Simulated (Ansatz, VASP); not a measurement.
Given: the input of a run of VASP 6.6.1 on GaAs. 

Contents of INCAR:

```
PREC     = Accurate       # precision mode
ENCUT    = 520            # plane-wave cutoff, eV
EDIFF    = 1E-6           # SCF threshold, eV
ISMEAR   = 0              # smearing method
SIGMA    = 0.013000000000000001 # smearing width, eV
LREAL    = F              # projectors in reciprocal space
LASPH    = T              # aspherical terms in the spheres
NELM     = 100            # most SCF steps
ALGO     = Normal         # electronic algorithm
ISIF     = 2              # what is computed and relaxed
LWAVE    = F              # write WAVECAR
LCHARG   = F              # write CHGCAR
GGA      = PE             # functional
NBANDS   = 16             # bands
```

Contents of KPOINTS:

```
Automatic mesh
0
Gamma
  8 8 8
```

POSCAR

```
GaAs
1.0
    0.0000000000      2.8268500000      2.8268500000
    2.8268500000      0.0000000000      2.8268500000
    2.8268500000      2.8268500000      0.0000000000
As Ga
1 1
Direct
    0.7500000000      0.7500000000      0.7500000000
    0.0000000000      0.0000000000      0.0000000000
```

Potentials or basis: VASP PAW PBE potentials, release 64 (As, Ga_d).

Command:

```bash
$ cat potpaw_PBE.64/As/POTCAR potpaw_PBE.64/Ga_d/POTCAR > POTCAR
$ mpirun -np 1 vasp_std > vasp.out
```

Task: Translate it to Ansatz 0.2.0. Potentials or basis there: all-electron LAPW, scalar-relativistic.

Result: As run (cutoffs and basis follow the program's own potentials, and thresholds, step limits or extra output files can differ):

File input.yaml:

```yaml
crystal:
  lattice:
    - [0.0, 2.82685, 2.82685]
    - [2.82685, 0.0, 2.82685]
    - [2.82685, 2.82685, 0.0]
  atoms:
    - { symbol: As, position: [0.75, 0.75, 0.75] }
    - { symbol: Ga, position: [0.0, 0.0, 0.0] }
kpoints:
  mp_grid: { grid: [8, 8, 8] }
scf:
  occupations: { method: gaussian, width: 0.013 }
hamiltonian:
  xc: pbe
  pseudopotentials: { kind: all_electron, lapw: { basis_error: 0.001 } }
output:
  forces: true
  stress: true
  eigenvalues: true
```

Potentials or basis: all-electron LAPW, scalar-relativistic.

Command:

```bash
$ ansatz run input.yaml --threads 1 --pin off --max-ram 3072MiB --backend cpu --events-out ev --progress --plain --runs-dir out
```

Both were run:

|  | VASP | Ansatz |
| --- | --- | --- |
| Pressure | 3.4 GPa | 3.3 GPa |

Where Ansatz's input types no cutoff or centring, it takes its own default and a Γ-centred mesh.

Pressure is positive in compression.
